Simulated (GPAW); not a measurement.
# Pb (Fm-3m) in GPAW: settings compared, part 2 of 2

GPAW 26.7.0. The steps go on from the part before.

### 3 Single point, PBE

run.py

```python
from ase.dft.bandgap import bandgap
from ase.io import read, write
from ase.units import Bohr, GPa
from gpaw import GPAW, PW
from gpaw.elf import elf_from_dft_calculation

atoms = read('POSCAR')

calc = GPAW(mode=PW(600),
            xc='PBE',
            kpts={'size': (9, 9, 9), 'gamma': True},
            occupations={'name': 'methfessel-paxton', 'order': 0, 'width': 0.012},
            nbands=14,
            convergence={'density': 1e-05, 'energy': 1e-05},
            maxiter=150,
            txt='gpaw.txt')
atoms.calc = calc
energy = atoms.get_potential_energy()
forces = atoms.get_forces()
stress = atoms.get_stress()
calc.write('gs.gpw')
write('result.traj', atoms)
print(f'Energy: {energy:.6f} eV')
print('Forces (eV/A):')
print(forces.round(4))
print('Stress (GPa):', (stress / GPa).round(3))
print('Fermi level:', round(calc.get_fermi_level(), 4), 'eV')
print(f'Gap: {bandgap(calc)[0]:.4f} eV, direct: {bandgap(calc, direct=True)[0]:.4f} eV')

# fields on the real-space grid
write('density.cube', atoms, data=calc.get_pseudo_density() * Bohr**3)
write('potential.cube', atoms, data=calc.get_electrostatic_potential())
write('elf.cube', atoms, data=elf_from_dft_calculation(calc).data)
```

POSCAR

```
Pb
1.0
    0.0000000000      2.4750200000      2.4750200000
    2.4750200000      0.0000000000      2.4750200000
    2.4750200000      2.4750200000      0.0000000000
Pb
1
Direct
    0.0000000000      0.0000000000      0.0000000000
```

Potentials or basis: GPAW PAW data sets (gpaw-data 1.2.1), pw.

On the command line:

```
OMP_NUM_THREADS=1 python run.py
```

Run time: 7.4 s. Hardware: 1 thread of Arm Neoverse V1, shared host; peak memory 0.14 GiB.

Results (log left out):

| Property | Result |
| --- | --- |
| Free energy | -3.8225 eV |
| Pressure | 2.0 GPa |
| Band gap on the k mesh | none (metal or under the smearing width) |

Levels at points of the mesh, in eV from the Fermi level:
| k point | band 3 | band 4 | band 5 | band 6 | band 7 | band 8 | band 9 | band 10 |
| --- | --- | --- | --- | --- | --- | --- | --- | --- |
| (0.00, 0.00, 0.00) | -16.91 | -16.77 | -16.77 | -11.54 | 7.54 | 7.54 | 7.54 | 9.98 |

Spin-orbit coupling is left out, which matters for the levels of Pb.

### 4 Single point, PBE

run.py

```python
from ase.dft.bandgap import bandgap
from ase.io import read, write
from ase.units import GPa
from gpaw import GPAW, PW

atoms = read('Pb.xyz')

calc = GPAW(mode=PW(300),
            xc='PBE',
            kpts={'size': (9, 9, 9), 'gamma': True},
            occupations={'name': 'fermi-dirac', 'width': 0.05},
            nbands=14,
            convergence={'density': 1e-05, 'energy': 1e-05},
            maxiter=80,
            txt='gpaw.txt')
atoms.calc = calc
energy = atoms.get_potential_energy()
forces = atoms.get_forces()
stress = atoms.get_stress()
calc.write('gs.gpw')
write('result.traj', atoms)
print(f'Energy: {energy:.6f} eV')
print('Forces (eV/A):')
print(forces.round(4))
print('Stress (GPa):', (stress / GPa).round(3))
print('Fermi level:', round(calc.get_fermi_level(), 4), 'eV')
print(f'Gap: {bandgap(calc)[0]:.4f} eV, direct: {bandgap(calc, direct=True)[0]:.4f} eV')
```

Pb.xyz

```xyz
1
Lattice="0.0000000000 2.4750200000 2.4750200000 2.4750200000 0.0000000000 2.4750200000 2.4750200000 2.4750200000 0.0000000000" Properties=species:S:1:pos:R:3 pbc="T T T"
Pb     0.0000000000      0.0000000000      0.0000000000
```

Potentials or basis: GPAW PAW data sets (gpaw-data 1.2.1), pw.

On the command line:

```
OMP_NUM_THREADS=1 python run.py
```

gpaw.txt:

```text
__  _  _
 | _ |_)|_||  |
 |__||  | ||/\| - 26.7.0

Input parameters:
  mode=PW(ecut=300.0),
  convergence={'density': 1e-05, 'energy': 1e-05},
  kpts=MonkhorstPack(size=(9, 9, 9), gamma=True),
  maxiter=80,
  nbands=14,
  occupations=Occupations(name='fermi-dirac', width=0.05),
  xc=XC(name='PBE')

Diagonalizing LCAO Hamiltonian
Converting LCAO to pw mode

       Pb

Atoms  # Å, Bohr magnetons
|   | symbol |        x |        y |        z |    initial magnetic moments |
|---|--------|----------|----------|----------|-----------------------------|
| 0 |     Pb | 0.000000 | 0.000000 | 0.000000 | ( 0.0000,  0.0000,  0.0000) |

Unit cell  # Å
| periodic |        x |        y |        z |  lengths |    angles |
|----------|----------|----------|----------|----------|-----------|
|      yes | 0.000000 | 2.475020 | 2.475020 | 3.500207 | 60.000000 |
|      yes | 2.475020 | 0.000000 | 2.475020 | 3.500207 | 60.000000 |
|      yes | 2.475020 | 2.475020 | 0.000000 | 3.500207 | 60.000000 |

Number of symmetries: 48
Symmetry operations  # r_c * U_cc + t_c -> r_c
|    | kind |            matrix            |
|----|------|------------------------------|
|  0 |  σ   |  1, 0, 0,  1, 0,-1,  1,-1, 0 |
|  1 |  C2  |  1, 0, 0,  1,-1, 0,  1, 0,-1 |
|  2 |  E   |  1, 0, 0,  0, 1, 0,  0, 0, 1 |
|  3 |  σ   |  1, 0, 0,  0, 0, 1,  0, 1, 0 |
|  4 |  C4  |  1, 0,-1,  1, 0, 0,  1,-1, 0 |
|  5 |  S6  |  1, 0,-1,  1,-1, 0,  1, 0, 0 |
|  6 |  σ   |  1, 0,-1,  0, 1,-1,  0, 0,-1 |
|  7 |  C3  |  1, 0,-1,  0, 0,-1,  0, 1,-1 |
|  8 |  S6  |  1,-1, 0,  1, 0, 0,  1, 0,-1 |
[... 143 lines left out ...]
- Maximum [total energy] change in last 3 cyles: 1e-05 eV / valence electron
- Maximum integral of absolute [eigenst]ate change: 4e-08 eV^2 / valence electron
maximum number of iterations: 80

SCF iterations
|iter     | |      energy | eigst |  dens |
|---------|-|-------------|-------|-------|
|iter:   1| |   -3.325949 | -0.65 |       |
|iter:   2| |   -3.324380 | -3.07 | -1.76 |
|iter:   3| |   -3.310134 | -2.90 | -1.79 |
|iter:   4| |   -3.310008 | -4.30 | -2.32 |
|iter:   5| |   -3.310064c| -5.08 | -2.86 |
|iter:   6| |   -3.310067c| -6.51 | -3.78 |
|iter:   7| |   -3.310068c| -7.25 | -4.40 |
|iter:   8| |   -3.310068c| -8.32c| -5.13c|

Converged in 8 steps
Energy contributions relative to reference atoms: (reference = -567274.463364)

Energy contributions:
  Kinetic:          20.668787
  Coulomb:         -20.117199
  Zero:              0.399607
  External:          0.000000
  Xc:               -4.259709
  Entropy:          -0.003108
  Spinorbit:         0.000000
  ----------------------------
  Free energy:      -3.311622
  Extrapolated:     -3.310068

dipole moment: (-20.880710, -20.880710, -20.880710)  # |e|*Ang

Fermi level: 7.478
Eigenvalues  # (at kpt = [0.000, 0.000, 0.000])
| band index |      eig [eV] | occ [0-2] |
|------------|---------------|-----------|
|          0 |        -9.382 |     2.000 |
|          1 |        -9.382 |     2.000 |
|          2 |        -9.382 |     2.000 |
|          3 |        -9.235 |     2.000 |
|          4 |        -9.235 |     2.000 |
|          5 |        -4.084 |     2.000 |
|          6 |        15.014 |     0.000 |
|          7 |        15.015 |     0.000 |
|          8 |        15.015 |     0.000 |
|          9 |        17.455 |     0.000 |
|         10 |        19.042 |     0.000 |
|         11 |        20.128 |     0.000 |
|         12 |        20.128 |     0.000 |
|         13 |        20.128 |     0.000 |

No gap
No difference between direct/indirect transitions

Forces  # eV/Ang
|        x |       y |       z |
|----------|---------|---------|
| -0.00000 | 0.00000 | 0.00000 |  # Pb   0

Stress tensor  # eV/Ang^3
|        x |        y |        z |
|----------|----------|----------|
| 0.031894 | 0.000000 | 0.000000 |
| 0.000000 | 0.031894 | 0.000000 |
| 0.000000 | 0.000000 | 0.031894 |

# Writing to gs.gpw (mode='')
```

stdout:

```text
Energy: -3.310068 eV
Forces (eV/A):
[[-0.  0.  0.]]
Stress (GPa): [5.11 5.11 5.11 0.   0.   0.  ]
Fermi level: 7.478 eV
Gap: 0.0000 eV, direct: 0.0000 eV
```

It took 4.9 s on 1 thread of Arm Neoverse V1, shared host; peak memory 0.12 GiB.

The run converged, but some of its settings lie outside the range that counts as converged, so its numbers aren't taken as properties of the crystal.

What came out:

```yaml
Free_energy: -3.3116 eV
Pressure: -5.1 GPa
Band_gap_on_the_k_mesh: none (metal or under the smearing width)
```

Caveat: the cutoff is short for stress and forces, so pressures can be off by a GPa or more.

### 5 Single point, PBE

Changes to run.py since step 4:

```diff
@@ -1,3 +1,4 @@
 from ase.dft.bandgap import bandgap
-from ase.io import read, write
+from ase.io import write
+from ase.spacegroup import crystal
 from ase.units import GPa
@@ -5,7 +6,12 @@
 
-atoms = read('Pb.xyz')
+# Pb 4a
+atoms = crystal(['Pb'],
+                basis=[[0.0, 0.0, 0.0]],
+                spacegroup=225, setting=1,  # Fm-3m
+                cellpar=[4.95004, 4.95004, 4.95004, 90.0, 90.0, 90.0],
+                primitive_cell=True)
 
-calc = GPAW(mode=PW(300),
+calc = GPAW(mode=PW(600),
             xc='PBE',
-            kpts={'size': (9, 9, 9), 'gamma': True},
+            kpts={'size': (3, 3, 3), 'gamma': True},
             occupations={'name': 'fermi-dirac', 'width': 0.05},
@@ -13,3 +19,3 @@
             convergence={'density': 1e-05, 'energy': 1e-05},
-            maxiter=80,
+            maxiter=50,
             txt='gpaw.txt')
```

Potentials or basis: GPAW PAW data sets (gpaw-data 1.2.1), pw.

On the command line:

```
OMP_NUM_THREADS=1 python run.py
```

gpaw.txt:

```text
__  _  _
 | _ |_)|_||  |
 |__||  | ||/\| - 26.7.0

Input parameters:
  mode=PW(ecut=600.0),
  convergence={'density': 1e-05, 'energy': 1e-05},
  kpts=MonkhorstPack(size=(3, 3, 3), gamma=True),
  maxiter=50,
  nbands=14,
  occupations=Occupations(name='fermi-dirac', width=0.05),
  xc=XC(name='PBE')

Diagonalizing LCAO Hamiltonian
Converting LCAO to pw mode

       Pb

Atoms  # Å, Bohr magnetons
|   | symbol |        x |        y |        z |    initial magnetic moments |
|---|--------|----------|----------|----------|-----------------------------|
| 0 |     Pb | 0.000000 | 0.000000 | 0.000000 | ( 0.0000,  0.0000,  0.0000) |

Unit cell  # Å
| periodic |        x |        y |        z |  lengths |    angles |
|----------|----------|----------|----------|----------|-----------|
|      yes | 0.000000 | 2.475020 | 2.475020 | 3.500207 | 60.000000 |
|      yes | 2.475020 | 0.000000 | 2.475020 | 3.500207 | 60.000000 |
|      yes | 2.475020 | 2.475020 | 0.000000 | 3.500207 | 60.000000 |

Number of symmetries: 48
[... 164 lines left out ...]
Energy contributions relative to reference atoms: (reference = -567274.463364)

Energy contributions:
  Kinetic:           8.689515
  Coulomb:          -8.388228
  Zero:             -0.014460
  External:          0.000000
  Xc:               -3.796695
  Entropy:          -0.041530
  Spinorbit:         0.000000
  ----------------------------
  Free energy:      -3.551398
  Extrapolated:     -3.530633

dipole moment: (-20.830179, -20.830179, -20.830179)  # |e|*Ang

Fermi level: 6.098
Eigenvalues  # (at kpt = [0.000, 0.000, 0.000])
| band index |      eig [eV] | occ [0-2] |
|------------|---------------|-----------|
|          0 |        -9.529 |     2.000 |
|          1 |        -9.529 |     2.000 |
|          2 |        -9.529 |     2.000 |
|          3 |        -9.386 |     2.000 |
|          4 |        -9.386 |     2.000 |
|          5 |        -4.111 |     2.000 |
|          6 |        14.975 |     0.000 |
|          7 |        14.975 |     0.000 |
|          8 |        14.975 |     0.000 |
|          9 |        17.425 |     0.000 |
|         10 |        19.008 |     0.000 |
|         11 |        20.063 |     0.000 |
|         12 |        20.063 |     0.000 |
|         13 |        20.063 |     0.000 |

No gap
No difference between direct/indirect transitions

Forces  # eV/Ang
|       x |        y |        z |
|---------|----------|----------|
| 0.00000 | -0.00000 | -0.00000 |  # Pb   0

Stress tensor  # eV/Ang^3
|         x |         y |         z |
|-----------|-----------|-----------|
| -0.005654 |  0.000000 |  0.000000 |
|  0.000000 | -0.005654 |  0.000000 |
|  0.000000 |  0.000000 | -0.005654 |

# Writing to gs.gpw (mode='')
```

stdout:

```text
Energy: -3.530633 eV
Forces (eV/A):
[[ 0. -0. -0.]]
Stress (GPa): [-0.906 -0.906 -0.906  0.     0.     0.   ]
Fermi level: 6.0977 eV
Gap: 0.0000 eV, direct: 0.0000 eV
```

Run time: 2.5 s. Hardware: 1 thread of Arm Neoverse V1, shared host; peak memory 0.13 GiB.

The run converged, but some of its settings lie outside the range that counts as converged, so its numbers aren't taken as properties of the crystal.

Results:

```
Free energy            : -3.5514 eV
Pressure               : 0.9 GPa
Band gap on the k mesh : none (metal or under the smearing width)
```

Caveat: the k mesh is coarse (spacing up to 0.73 Å⁻¹), so the values aren't converged.
